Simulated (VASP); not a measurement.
A run of VASP 6.6.1 is set up as follows.

Contents of INCAR:

```
SYSTEM = Ni
PREC = Accurate
ENCUT = 350
EDIFF = 1E-7
ISMEAR = 0
SIGMA = 0.1
LREAL = .False.
LASPH = .True.
NELM = 100
ALGO = Normal
ISIF = 2
LWAVE = .False.
LCHARG = .False.
ISPIN = 2
MAGMOM = 0.8
LORBIT = 11
LMAXMIX = 4
GGA = PE
NBANDS = 15
```

The input KPOINTS:

```
regular mesh
0
Gamma
  20 20 20
  0 0 0
```

POSCAR

```
Ni                                      
1.0
    0.0000000000      1.7399112257      1.7399112257
    1.7399112257      0.0000000000      1.7399112257
    1.7399112257      1.7399112257     -0.0000000000
  Ni            
     1
Direct
     0.0000000000000000    0.0000000000000000    0.0000000000000000
```

Potentials or basis: VASP PAW PBE potentials, release 64 (Ni).

The run is started by

```sh
$ cat potpaw_PBE.64/Ni/POTCAR > POTCAR
$ mpirun -np 1 vasp_std > vasp.out
```

(1) Predict the band gap on the k mesh.

(2) What does it give for the site moments?

(3) What does it give for the net moment?

Results:

(1) none (metal or under the smearing width).

(2) Ni +0.63 μB.

(3) 0.62 μB per cell.
